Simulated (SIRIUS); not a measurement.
# MoS2 (P6_3/mmc) in SIRIUS: notebook

The runs below take MoS2 through band structure, with PBE.

Program: SIRIUS 7.12.0. These are calculated values, not measurements. Logs are shortened: lines on timing, memory, paths and dates and some standing lists are left out, and cuts for length are marked. The log counts tension as positive stress, the text compression.

**Measured values to compare with.**

“Multiwavelength excitation Raman Scattering Analysis of bulk and 2 dimensional MoS2: Vibrational properties of atomically thin MoS2 layers”, 2015, arxiv:1506.03228 reports, for a bulk crystal of MoS2 at 300 K: band gap 1.3 eV (indirect).

The runs below are set against these values where they give the same quantity.

## 1. Starting point

It takes space group P6_3/mmc (No. 194, hexagonal). Conventional cell: a = 3.169 Å, b = 3.169 Å, c = 12.324 Å, α = 90.00°, β = 90.00°, γ = 120.00°. Mo (site symmetry -6m2) has 6 S at 2.41 Å as nearest neighbours. Around S (site symmetry 3m) lie 3 Mo at 2.41 Å.

## 2. Band structure, PBE

Contents of sirius.json:

```json
{
  "control": {
    "processing_unit": "cpu",
    "std_evp_solver_name": "lapack",
    "gen_evp_solver_name": "lapack",
    "verbosity": 2,
    "print_forces": true,
    "ortho_rf": true,
    "use_second_variation": true,
    "rmt_max": 3.0,
    "num_bands_to_print": 24,
    "save_wf": true
  },
  "parameters": {
    "electronic_structure_method": "full_potential_lapwlo",
    "xc_functionals": ["XC_GGA_X_PBE", "XC_GGA_C_PBE"],
    "core_relativity": "dirac",
    "valence_relativity": "zora",
    "num_fv_states": 57,
    "smearing": "fermi_dirac",
    "smearing_width": 0.0018374661,
    "pw_cutoff": 20,
    "gk_cutoff": 3.74,
    "lmax_apw": 10,
    "lmax_rho": 8,
    "lmax_pot": 8,
    "num_mag_dims": 0,
    "auto_rmt": 0,
    "ngridk": [10, 10, 3],
    "shiftk": [0, 0, 0],
    "num_dft_iter": 80,
    "energy_tol": 1e-07,
    "density_tol": 1e-05,
    "use_symmetry": true
  },
  "settings": {"tol_ne": 1e-10},
  "iterative_solver": {"type": "exact"},
  "mixer": {"type": "anderson", "beta": 0.5, "max_history": 8},
  "unit_cell": {
    "lattice_vectors": [[5.9885420889, 0.0, 0.0], [-2.9942710445, 5.1862295807, 0.0], [0.0, 0.0, 23.2889847599]],
    "atom_types": ["Mo", "S"],
    "atom_files": {"Mo": "Mo.json", "S": "S.json"},
    "atoms": {
      "Mo": [[0.6666666667, 0.3333333333, 0.75], [0.3333333333, 0.6666666667, 0.25]],
      "S": [
        [0.6666666667, 0.3333333333, 0.377],
        [0.3333333333, 0.6666666667, 0.877],
        [0.6666666667, 0.3333333333, 0.123],
        [0.3333333333, 0.6666666667, 0.623]
      ]
    }
  }
}
```

Contents of Mo.json:

```json
{
  "name": "molybdenum",
  "symbol": "Mo",
  "number": 42,
  "mass": 95.96,
  "rmin": 1e-06,
  "rmt": 2.35,
  "nrmt": 800,
  "rinf": 17.03,
  "core": "1s2s2p3s3p3d",
  "valence": [
    {"basis": [{"enu": 0.07, "dme": 0, "n": 0, "auto": 0}, {"enu": 0.07, "dme": 1, "n": 0, "auto": 0}]},
    {"l": 0, "n": 1, "basis": [{"enu": 0.17, "dme": 0, "n": 0, "auto": 0}]},
    {"l": 1, "n": 2, "basis": [{"enu": 0.17, "dme": 0, "n": 0, "auto": 0}]},
    {"l": 2, "n": 3, "basis": [{"enu": 0.17, "dme": 0, "n": 0, "auto": 0}]},
    {"l": 3, "n": 4, "basis": [{"enu": 0.17, "dme": 0, "n": 0, "auto": 0}]}
  ],
  "lo": [
    {"l": 0, "basis": [{"enu": 0.17, "dme": 0, "n": 0, "auto": 0}, {"enu": 0.17, "dme": 1, "n": 0, "auto": 0}]},
    {
      "l": 0,
      "basis": [{"enu": -2.0459, "dme": 0, "n": 4, "auto": 1}, {"enu": -2.0459, "dme": 1, "n": 4, "auto": 1}]
    },
    {
      "l": 0,
      "basis": [{"enu": -2.0459, "dme": 1, "n": 4, "auto": 1}, {"enu": 0.17, "dme": 0, "n": 0, "auto": 0}]
    },
    {"l": 0, "basis": [{"enu": 0.17, "dme": 0, "n": 0, "auto": 0}, {"enu": 3.0672, "dme": 0, "n": 0, "auto": 0}]},
    {"l": 1, "basis": [{"enu": 0.17, "dme": 0, "n": 0, "auto": 0}, {"enu": 0.17, "dme": 1, "n": 0, "auto": 0}]},
    {
      "l": 1,
      "basis": [{"enu": -1.1013, "dme": 0, "n": 4, "auto": 1}, {"enu": -1.1013, "dme": 1, "n": 4, "auto": 1}]
    },
    {
      "l": 1,
      "basis": [{"enu": -1.1013, "dme": 1, "n": 4, "auto": 1}, {"enu": 0.17, "dme": 0, "n": 0, "auto": 0}]
    },
    {"l": 1, "basis": [{"enu": 0.17, "dme": 0, "n": 0, "auto": 0}, {"enu": 3.5018, "dme": 0, "n": 0, "auto": 0}]},
    {"l": 2, "basis": [{"enu": 0.17, "dme": 0, "n": 0, "auto": 0}, {"enu": 0.17, "dme": 1, "n": 0, "auto": 0}]},
    {"l": 2, "basis": [{"enu": 0.17, "dme": 1, "n": 0, "auto": 0}, {"enu": 0.17, "dme": 2, "n": 0, "auto": 0}]},
    {"l": 2, "basis": [{"enu": 0.17, "dme": 0, "n": 0, "auto": 0}, {"enu": 2.9948, "dme": 0, "n": 0, "auto": 0}]},
    {"l": 3, "basis": [{"enu": 0.17, "dme": 0, "n": 0, "auto": 0}, {"enu": 0.17, "dme": 1, "n": 0, "auto": 0}]},
    {"l": 3, "basis": [{"enu": 0.17, "dme": 0, "n": 0, "auto": 0}, {"enu": 3.3207, "dme": 0, "n": 0, "auto": 0}]}
  ],
  "free_atom": [... radial grid and density of the free atom, the start of the SCF ...]
}
```

Contents of S.json:

```json
{
  "name": "sulphur",
  "symbol": "S",
  "number": 16,
  "mass": 32.065,
  "rmin": 1e-06,
  "rmt": 2.12,
  "nrmt": 800,
  "rinf": 13.52,
  "core": "1s",
  "valence": [
    {"basis": [{"enu": 0.07, "dme": 0, "n": 0, "auto": 0}, {"enu": 0.07, "dme": 1, "n": 0, "auto": 0}]},
    {"l": 0, "n": 1, "basis": [{"enu": 0.0334, "dme": 0, "n": 0, "auto": 0}]},
    {"l": 1, "n": 2, "basis": [{"enu": 0.17, "dme": 0, "n": 0, "auto": 0}]},
    {"l": 2, "n": 3, "basis": [{"enu": 0.17, "dme": 0, "n": 0, "auto": 0}]},
    {"l": 3, "n": 4, "basis": [{"enu": 0.17, "dme": 0, "n": 0, "auto": 0}]}
  ],
  "lo": [
    {
      "l": 0,
      "basis": [{"enu": 0.0334, "dme": 0, "n": 0, "auto": 0}, {"enu": 0.0334, "dme": 1, "n": 0, "auto": 0}]
    },
    {
      "l": 0,
      "basis": [{"enu": 0.0334, "dme": 1, "n": 0, "auto": 0}, {"enu": 0.0334, "dme": 2, "n": 0, "auto": 0}]
    },
    {
      "l": 0,
      "basis": [{"enu": -7.3063, "dme": 0, "n": 2, "auto": 1}, {"enu": -7.3063, "dme": 1, "n": 2, "auto": 1}]
    },
    {
      "l": 0,
      "basis": [{"enu": 0.0334, "dme": 0, "n": 0, "auto": 0}, {"enu": 2.7034, "dme": 0, "n": 0, "auto": 0}]
    },
    {"l": 1, "basis": [{"enu": 0.17, "dme": 0, "n": 0, "auto": 0}, {"enu": 0.17, "dme": 1, "n": 0, "auto": 0}]},
    {
      "l": 1,
      "basis": [{"enu": -5.3182, "dme": 0, "n": 2, "auto": 1}, {"enu": -5.3182, "dme": 1, "n": 2, "auto": 1}]
    },
    {
      "l": 1,
      "basis": [{"enu": -5.3182, "dme": 1, "n": 2, "auto": 1}, {"enu": 0.17, "dme": 0, "n": 0, "auto": 0}]
    },
    {"l": 1, "basis": [{"enu": 0.17, "dme": 0, "n": 0, "auto": 0}, {"enu": 4.264, "dme": 0, "n": 0, "auto": 0}]},
    {"l": 2, "basis": [{"enu": 0.17, "dme": 0, "n": 0, "auto": 0}, {"enu": 0.17, "dme": 1, "n": 0, "auto": 0}]},
    {"l": 2, "basis": [{"enu": 0.17, "dme": 1, "n": 0, "auto": 0}, {"enu": 0.17, "dme": 2, "n": 0, "auto": 0}]},
    {"l": 2, "basis": [{"enu": 0.17, "dme": 0, "n": 0, "auto": 0}, {"enu": 3.641, "dme": 0, "n": 0, "auto": 0}]},
    {"l": 3, "basis": [{"enu": 0.17, "dme": 0, "n": 0, "auto": 0}, {"enu": 0.17, "dme": 1, "n": 0, "auto": 0}]}
  ],
  "free_atom": [... radial grid and density of the free atom, the start of the SCF ...]
}
```

Contents of sirius_start.json:

```json
{
  "control": {
    "processing_unit": "cpu",
    "std_evp_solver_name": "lapack",
    "gen_evp_solver_name": "lapack",
    "verbosity": 1,
    "print_forces": false,
    "ortho_rf": true,
    "use_second_variation": true,
    "rmt_max": 3.0,
    "num_bands_to_print": 24,
    "save_wf": false
  },
  "parameters": {
    "electronic_structure_method": "full_potential_lapwlo",
    "xc_functionals": ["XC_LDA_X", "XC_LDA_C_PW"],
    "core_relativity": "dirac",
    "valence_relativity": "zora",
    "num_fv_states": 57,
    "smearing": "fermi_dirac",
    "smearing_width": 0.0055123983,
    "pw_cutoff": 20,
    "gk_cutoff": 3.0,
    "lmax_apw": 10,
    "lmax_rho": 8,
    "lmax_pot": 8,
    "num_mag_dims": 0,
    "auto_rmt": 0,
    "ngridk": [4, 4, 1],
    "shiftk": [0, 0, 0],
    "num_dft_iter": 30,
    "energy_tol": 0.01,
    "density_tol": 0.05,
    "use_symmetry": true
  },
  "settings": {"tol_ne": 1e-10},
  "iterative_solver": {"type": "exact"},
  "mixer": {"type": "anderson", "beta": 0.5, "max_history": 8},
  "unit_cell": {
    "lattice_vectors": [[5.9885420889, 0.0, 0.0], [-2.9942710445, 5.1862295807, 0.0], [0.0, 0.0, 23.2889847599]],
    "atom_types": ["Mo", "S"],
    "atom_files": {"Mo": "Mo.json", "S": "S.json"},
    "atoms": {
      "Mo": [[0.6666666667, 0.3333333333, 0.75], [0.3333333333, 0.6666666667, 0.25]],
      "S": [
        [0.6666666667, 0.3333333333, 0.377],
        [0.3333333333, 0.6666666667, 0.877],
        [0.6666666667, 0.3333333333, 0.123],
        [0.3333333333, 0.6666666667, 0.623]
      ]
    }
  }
}
```

Contents of sirius_bands.json:

```json
{
  "control": {
    "processing_unit": "cpu",
    "std_evp_solver_name": "lapack",
    "gen_evp_solver_name": "lapack",
    "verbosity": 2,
    "print_forces": true,
    "ortho_rf": true,
    "use_second_variation": true,
    "rmt_max": 3.0,
    "num_bands_to_print": 24,
    "save_wf": true
  },
  "parameters": {
    "electronic_structure_method": "full_potential_lapwlo",
    "xc_functionals": ["XC_GGA_X_PBE", "XC_GGA_C_PBE"],
    "core_relativity": "dirac",
    "valence_relativity": "zora",
    "num_fv_states": 57,
    "smearing": "fermi_dirac",
    "smearing_width": 0.0018374661,
    "pw_cutoff": 20,
    "gk_cutoff": 3.74,
    "lmax_apw": 10,
    "lmax_rho": 8,
    "lmax_pot": 8,
    "num_mag_dims": 0,
    "auto_rmt": 0,
    "ngridk": [10, 10, 3],
    "shiftk": [0, 0, 0],
    "num_dft_iter": 80,
    "energy_tol": 1e-07,
    "density_tol": 1e-05,
    "use_symmetry": true
  },
  "settings": {"tol_ne": 1e-10},
  "iterative_solver": {"type": "exact"},
  "mixer": {"type": "anderson", "beta": 0.5, "max_history": 8},
  "unit_cell": {
    "lattice_vectors": [[5.9885420889, 0.0, 0.0], [-2.9942710445, 5.1862295807, 0.0], [0.0, 0.0, 23.2889847599]],
    "atom_types": ["Mo", "S"],
    "atom_files": {"Mo": "Mo.json", "S": "S.json"},
    "atoms": {
      "Mo": [[0.6666666667, 0.3333333333, 0.75], [0.3333333333, 0.6666666667, 0.25]],
      "S": [
        [0.6666666667, 0.3333333333, 0.377],
        [0.3333333333, 0.6666666667, 0.877],
        [0.6666666667, 0.3333333333, 0.123],
        [0.3333333333, 0.6666666667, 0.623]
      ]
    }
  },
  "kpoints_rel": {
    "G": [0.0, 0.0, 0.0],
    "A": [0.0, 0.0, 0.5],
    "H": [0.3333333333, 0.3333333333, 0.5],
    "K": [0.3333333333, 0.3333333333, 0.0],
    "L": [0.5, 0.0, 0.5],
    "M": [0.5, 0.0, 0.0]
  },
  "kpoints_path": ["G", "M", "K", "G", "A", "L", "H", "A"]
}
```

Potentials or basis: all-electron FP-LAPW (ZORA valence), apw+lo standard.

Run with:

```
$ OMP_NUM_THREADS=1 sirius.scf --input=sirius_start.json --output=start.json
$ OMP_NUM_THREADS=1 sirius.scf --input=sirius.json --output=output.json --task=1
$ OMP_NUM_THREADS=1 sirius.scf --input=sirius_bands.json --output=bands_out.json --task=2
```

Output:

```text
[info] SIRIUS version : 7.12.0
[info] number of MPI ranks           : 1
[info] MPI grid                      : 1 1
[info] maximum number of OMP threads : 1
[fft] FFT context for density and potential
[fft] =====================================
[fft]   plane wave cutoff                     : 20
[fft]   grid size                             : 45 45 160   total : 324000
[fft]   grid limits                           : -22 22   -22 22   -79 80
[fft]   number of G-vectors within the cutoff : 97559
[fft]   number of G-shells                    : 4903
[fft] FFT context for coarse grid
[fft] =====================================
[fft]   plane wave cutoff                     : 7.48
[fft]   grid size                             : 18 18 60   total : 19440
[fft]   grid limits                           : -8 9   -8 9   -29 30
[fft]   number of G-vectors within the cutoff : 5089
[fft]   number of G-shells                    : 339
[unit cell] lattice vectors
[unit cell]   a1 :       5.9885420889      0.0000000000      0.0000000000
[unit cell]   a2 :      -2.9942710445      5.1862295807      0.0000000000
[unit cell]   a3 :       0.0000000000      0.0000000000     23.2889847599
[unit cell] reciprocal lattice vectors
[unit cell]   b1 :       1.0492011601      0.6057565722     -0.0000000000
[unit cell]   b2 :       0.0000000000      1.2115131445      0.0000000000
[unit cell]   b3 :       0.0000000000     -0.0000000000      0.2697921516
[unit cell] unit cell volume :       723.30822033 [a.u.^3]
[unit cell] 1/sqrt(omega)    :         0.03718248
[unit cell] MT volume        :       268.36850830 (37.10%)
[unit cell] IT volume        :       454.93971203 (62.90%)
[unit cell] number of atom types : 2
[unit cell] type id : 0 symbol : Mo mt_radius :   2.350000 num_atoms : 2
[unit cell] type id : 1 symbol :  S mt_radius :   2.120000 num_atoms : 4
[unit cell] total number of atoms : 6
[unit cell] number of symmetry classes : 2
[... 446 lines left out ...]
[find]    1   39.786925    2.267924e-06
[find]    2   14.335948    0.000000e+00
[find]    3   14.335948    0.000000e+00
[find]    4   14.335948    0.000000e+00
[find]    5   14.335948    0.000000e+00
[find] total core leakage    : 4.53584708e-06
[find] interstitial charge   : 11.082347
[find] total charge          : 147.999992
[find] Energy
[find] --------------------------------------------------------------------------------
[find] valence_eval_sum               :    -202.48551885
[find] core_eval_sum                  :   -5509.56051295
[find] kinetic energy                 :   10000.06057989
[find] enuc                           :  -11717.66769755
[find] <rho|V^{XC}>                   :    -455.72393279
[find] <rho|E^{XC}>                   :    -350.45352669
[find] <mag|B^{XC}>                   :       0.00000000
[find] <rho|V^{H}>                    :  -15256.38267905
[find] smearing (-TS)                 :      -0.00000008
[find] SCF correction                 :       0.00001159
[find] Total energy                   :   -9696.25197228 (Ha),  -19392.50394456 (Ry)
[find] Free energy (E-TS)             :   -9696.25197236 (Ha),  -19392.50394473 (Ry)
[find] band gap (eV)                  :       0.93181340
[find] Efermi                         :       0.29341889
[ground_state]
[ground_state] ==== total Forces in Ha/bohr =====
[ground_state] atom:    0, force:      -0.0000000      0.0000000      0.0000000
[ground_state] atom:    1, force:       0.0000000     -0.0000000     -0.0000000
[ground_state] atom:    2, force:      -0.0000000      0.0000000     -0.0014973
[ground_state] atom:    3, force:      -0.0000000      0.0000000     -0.0014973
[ground_state] atom:    4, force:      -0.0000000     -0.0000000      0.0014973
[ground_state] atom:    5, force:       0.0000000      0.0000000      0.0014973
[ground_state] ==== contribution from density =====
[ground_state] atom:    0, force:      -0.0000000     -0.0000000     -0.0000000
[ground_state] atom:    1, force:       0.0000000      0.0000000      0.0000000
[ground_state] atom:    2, force:       0.0000000     -0.0000000     -0.0472478
[ground_state] atom:    3, force:      -0.0000000      0.0000000     -0.0472478
[ground_state] atom:    4, force:       0.0000000      0.0000000      0.0472478
[ground_state] atom:    5, force:      -0.0000000      0.0000000      0.0472478
[ground_state] ==== contribution from Hartree potential =====
[ground_state] atom:    0, force:      -0.0000000      0.0000000     -0.0000000
[ground_state] atom:    1, force:       0.0000000     -0.0000000      0.0000000
[ground_state] atom:    2, force:      -0.0000000     -0.0000000      0.3333264
[ground_state] atom:    3, force:      -0.0000000     -0.0000000      0.3333264
[ground_state] atom:    4, force:      -0.0000000     -0.0000000     -0.3333264
[ground_state] atom:    5, force:       0.0000000      0.0000000     -0.3333264
[ground_state] ==== contribution from IBS =====
[ground_state] atom:    0, force:      -0.0000000      0.0000000      0.0000000
[ground_state] atom:    1, force:       0.0000000      0.0000000     -0.0000000
[ground_state] atom:    2, force:      -0.0000000      0.0000000     -0.2875759
[ground_state] atom:    3, force:       0.0000000      0.0000000     -0.2875759
[ground_state] atom:    4, force:      -0.0000000     -0.0000000      0.2875759
[ground_state] atom:    5, force:       0.0000000      0.0000000      0.2875759
```

Run time: 11 min. Hardware: 1 thread of Arm Neoverse V1, shared host; peak memory 0.99 GiB.

What came out:

```
Free energy                                       : -263848.4576 eV
Largest force                                     : 0.077 eV/Å
Band gap on the k mesh                            : 0.93 eV, indirect (least direct gap 1.87 eV)
Band gap along the path                           : 0.88 eV, indirect (least direct gap 1.66 eV)
All electrons inside the program's atomic spheres : Mo 39.79; S 14.34 (radii Mo 2.35, S 2.12 bohr)
```

Forces in eV/Å, atoms in the order of the input:
```
Mo   0.000  0.000  0.000
Mo   0.000  0.000  0.000
S    0.000  0.000 -0.077
S    0.000  0.000 -0.077
S    0.000  0.000  0.077
S    0.000  0.000  0.077
```

Levels at the corners of the path, in eV from the valence-band top:
| point | band 39 | band 40 | band 41 | band 42 | band 43 | band 44 | band 45 | band 46 |
| --- | --- | --- | --- | --- | --- | --- | --- | --- |
| Γ | -2.13 | -1.18 | -1.14 | 0.00 | 2.10 | 2.10 | 2.13 | 2.13 |
| M | -1.73 | -1.53 | -1.40 | -1.27 | 1.60 | 1.65 | 2.00 | 2.26 |
| K | -2.69 | -2.69 | -0.77 | -0.60 | 1.05 | 1.05 | 1.85 | 2.84 |
| Γ | -2.13 | -1.18 | -1.14 | 0.00 | 2.10 | 2.10 | 2.13 | 2.13 |
| A | -2.15 | -2.15 | -0.26 | -0.26 | 2.11 | 2.11 | 2.11 | 2.11 |
| L | -1.63 | -1.63 | -1.33 | -1.33 | 1.62 | 1.62 | 2.14 | 2.14 |
| H | -2.87 | -2.87 | -0.69 | -0.69 | 1.05 | 1.05 | 2.31 | 2.31 |
| A | -2.15 | -2.15 | -0.26 | -0.26 | 2.11 | 2.11 | 2.11 | 2.11 |

## 3. Band structure, PBE

sirius.json: that of step 2 with these lines changed.

```diff
@@ -17,3 +17,3 @@
     "core_relativity": "dirac",
-    "valence_relativity": "zora",
+    "valence_relativity": "koelling_harmon",
     "num_fv_states": 57,
```

Mo.json is that of step 2.

S.json is that of step 2.

sirius_start.json: that of step 2 with these lines changed.

```diff
@@ -17,3 +17,3 @@
     "core_relativity": "dirac",
-    "valence_relativity": "zora",
+    "valence_relativity": "koelling_harmon",
     "num_fv_states": 57,
```

sirius_bands.json: that of step 2 with these lines changed.

```diff
@@ -17,3 +17,3 @@
     "core_relativity": "dirac",
-    "valence_relativity": "zora",
+    "valence_relativity": "koelling_harmon",
     "num_fv_states": 57,
```

Potentials or basis: all-electron FP-LAPW (Koelling-Harmon valence), apw+lo standard.

Run with:

```
$ OMP_NUM_THREADS=1 sirius.scf --input=sirius_start.json --output=start.json
$ OMP_NUM_THREADS=1 sirius.scf --input=sirius.json --output=output.json --task=1
$ OMP_NUM_THREADS=1 sirius.scf --input=sirius_bands.json --output=bands_out.json --task=2
```

Run time: 14 min. Hardware: 1 thread of Arm Neoverse V1, shared host; peak memory 1 GiB.

It converged, with:

```
Free energy                                       : -263848.4573 eV
Largest force                                     : 0.077 eV/Å
Band gap on the k mesh                            : 0.93 eV, indirect (least direct gap 1.87 eV)
Band gap along the path                           : 0.88 eV, indirect (least direct gap 1.66 eV)
All electrons inside the program's atomic spheres : Mo 39.79; S 14.34 (radii Mo 2.35, S 2.12 bohr)
```

Forces in eV/Å, atoms in the order of the input:
```
Mo   0.000  0.000  0.000
Mo   0.000  0.000  0.000
S    0.000  0.000 -0.077
S    0.000  0.000 -0.077
S    0.000  0.000  0.077
S    0.000  0.000  0.077
```

Levels at the corners of the path, in eV from the valence-band top:
| point | band 39 | band 40 | band 41 | band 42 | band 43 | band 44 | band 45 | band 46 |
| --- | --- | --- | --- | --- | --- | --- | --- | --- |
| Γ | -2.13 | -1.18 | -1.14 | 0.00 | 2.10 | 2.10 | 2.13 | 2.13 |
| M | -1.73 | -1.53 | -1.40 | -1.27 | 1.60 | 1.65 | 2.00 | 2.26 |
| K | -2.69 | -2.69 | -0.77 | -0.60 | 1.05 | 1.05 | 1.85 | 2.84 |
| Γ | -2.13 | -1.18 | -1.14 | 0.00 | 2.10 | 2.10 | 2.13 | 2.13 |
| A | -2.15 | -2.15 | -0.26 | -0.26 | 2.11 | 2.11 | 2.11 | 2.11 |
| L | -1.63 | -1.63 | -1.33 | -1.33 | 1.62 | 1.62 | 2.14 | 2.14 |
| H | -2.87 | -2.87 | -0.69 | -0.69 | 1.05 | 1.05 | 2.31 | 2.31 |
| A | -2.15 | -2.15 | -0.26 | -0.26 | 2.11 | 2.11 | 2.11 | 2.11 |

(Continued in part 2 of 2.)
